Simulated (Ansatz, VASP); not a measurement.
**Two plane-wave programs on Nb**

Contents of INCAR:

```
PREC     = Accurate       # precision mode
ENCUT    = 520            # plane-wave cutoff, eV
EDIFF    = 1E-6           # SCF threshold, eV
ISMEAR   = -1             # smearing method
SIGMA    = 0.05           # smearing width, eV
LREAL    = False          # projectors in reciprocal space
LASPH    = True           # aspherical terms in the spheres
NELM     = 100            # most SCF steps
ALGO     = Normal         # electronic algorithm
ISIF     = 2              # what is computed and relaxed
LWAVE    = False          # write WAVECAR
LCHARG   = False          # write CHGCAR
GGA      = PE             # functional
NBANDS   = 12             # bands
```

Contents of KPOINTS:

```
Automatic mesh
0
Gamma
  10 10 10
```

The input POSCAR:

```
Nb
1.0
    2.7376513858      0.0000000000      0.0000000000
    0.0000000000      2.7376513858      0.0000000000
    0.0000000000      0.0000000000      2.7376513858
Nb
1
Direct
    0.5000000000      0.5000000000      0.5000000000
```

The input input.yaml:

```yaml
crystal:
  lattice:
    - [2.7376513858, 0.0, 0.0]
    - [0.0, 2.7376513858, 0.0]
    - [0.0, 0.0, 2.7376513858]
  atoms:
    - { symbol: Nb, position: [0.5, 0.5, 0.5] }
hamiltonian:
  xc: pbe
  pseudopotentials: { kind: paw, azcp: { folder: soft_1 } }
kpoints:
  mp_grid: { grid: [10, 10, 10] }
scf:
  occupations: { method: fermi_dirac, width: 0.05 }
output:
  forces: true
  stress: true
  eigenvalues: true
  write_density: true
  write_potential: true
  elf: true
  volumetric_format: npy
```

The cell was built by a generator and needn't be a form met in nature.

Alike in both runs: task single point; functional PBE; k mesh 10 × 10 × 10; occupations fermi-dirac, width 0.05 eV; no spin polarisation.

|  | VASP | Ansatz |
| --- | --- | --- |
| version | VASP 6.6.1 | Ansatz 0.2.0 |
| potentials or method | VASP PAW PBE potentials, release 64 (Nb_sv) | Ansatz PAW soft_1 |
| plane-wave cutoff (eV) | 520 | 420 |
| valence electrons in the cell | 13 | 13 |

|  | VASP | Ansatz | Ansatz less VASP |
| --- | --- | --- | --- |
| gap on the k mesh at the Fermi level (eV) | none | none | - |
| pressure (GPa) | -2.0 | -1.8 | +0.15 |

A gap of «none» marks a metal or a gap that the smearing closes. With one functional, cell and mesh, what is left measures potentials, basis and numerics.
